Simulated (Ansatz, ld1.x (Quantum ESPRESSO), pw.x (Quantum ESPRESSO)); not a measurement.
Equation-of-state test of one RRKJ potential (Ir (Z = 77))

ld1.x (Quantum ESPRESSO) 7.5 input, shortened:

```
&input
   title='Ir', zed=77., rel=1, dft='PBE', iswitch=3,
   config='[Xe] 4f14 5d7 6s2 6p0'
 /
 &inputp
   pseudotype=2, tm=.false., rho0=0.005, lloc=0,
   nlcc=.true., new_core_ps=.true., rcore=1.45
 /
3
6P  2  1   0.00   0.00  3.80  3.80  0.0
5D  3  2   7.00   0.00  2.00  2.00  0.0
6S  1  0   2.00   0.00  1.90  1.90  0.0
 &test
   configts(1)='5d7 6s2 6p0'
 /
```

Crystal test: sc Ir in pw.x 7.5, no spin, 13³ k-points, Fermi–Dirac smearing 0.01 Ry, cutoffs 75/300 Ry. The lattice is a test structure that the element need not adopt, and mesh and smearing are coarse.

pw.x input:

```
&control
  calculation='scf', prefix='x', pseudo_dir='./', outdir='./tmp', tstress=.true., disk_io='none'
/
&system
  ibrav=0, nat=1, ntyp=1, ecutwfc=75, ecutrho=300, nbnd=12,
  occupations='smearing', smearing='fd', degauss=0.01
/
&electrons
  conv_thr=1e-09, mixing_beta=0.4, electron_maxstep=70
/
ATOMIC_SPECIES
Ir 1.0 Ir.UPF
CELL_PARAMETERS angstrom
  2.56890979 0.00000000 0.00000000
  0.00000000 2.56890979 0.00000000
  0.00000000 0.00000000 2.56890979
ATOMIC_POSITIONS crystal
Ir 0.0000 0.0000 0.0000
K_POINTS automatic
13 13 13 0 0 0
```

```bash
pw.x < Ir.scf.in > Ir.scf.out
```

**Question.** How does the run end?

**Answer.** It converges; the pressure is 7.12 GPa against 1.24 GPa from all-electron LAPW. The largest radius (3.80 bohr) exceeds half the bond length (2.43 bohr), so the spheres overlap, which is one possible source of error among others. This is a poor potential for the solid. The log shows:

```
     using ibrav=0 with symmetry is DISCOURAGED, use correct ibrav instead
     lattice parameter (alat)  =       4.8545  a.u.
     unit-cell volume          =     114.4045 (a.u.)^3
     number of electrons       =         9.00
     number of Kohn-Sham states=           12
     kinetic-energy cutoff     =      75.0000  Ry
     charge density cutoff     =     300.0000  Ry
     scf convergence threshold =      1.0E-09
     Exchange-correlation= PBE
     number of k points=    84  Fermi-Dirac smearing, width (Ry)=  0.0100
     iteration #  1     ecut=    75.00 Ry     beta= 0.40
     total energy              =     -68.61415205 Ry
     estimated scf accuracy    <       0.00336250 Ry
     iteration #  2     ecut=    75.00 Ry     beta= 0.40
     total energy              =     -68.61445592 Ry
     estimated scf accuracy    <       0.00052615 Ry
     iteration #  3     ecut=    75.00 Ry     beta= 0.40
     total energy              =     -68.61449388 Ry
     estimated scf accuracy    <       0.00009842 Ry
     iteration #  4     ecut=    75.00 Ry     beta= 0.40
     total energy              =     -68.61449676 Ry
     estimated scf accuracy    <       0.00000027 Ry
     iteration #  5     ecut=    75.00 Ry     beta= 0.40
     total energy              =     -68.61449681 Ry
     estimated scf accuracy    <       0.00000009 Ry
     iteration #  6     ecut=    75.00 Ry     beta= 0.40
     the Fermi energy is    15.1450 ev
!    total energy              =     -68.61449683 Ry
     estimated scf accuracy    <          3.6E-10 Ry
     smearing contrib. (-TS)   =      -0.00719095 Ry
     The total energy is F=E-TS. E is the sum of the following terms:
     one-electron contribution =      13.62014623 Ry
     hartree contribution      =       3.35316398 Ry
     xc contribution           =     -38.23909909 Ry
     ewald contribution        =     -47.34151700 Ry
     convergence has been achieved in   6 iterations
          total   stress  (Ry/bohr**3)                   (kbar)     P=       71.20
     Message from routine punch:
     Nothing written, as per user request (disk_io='none')
```
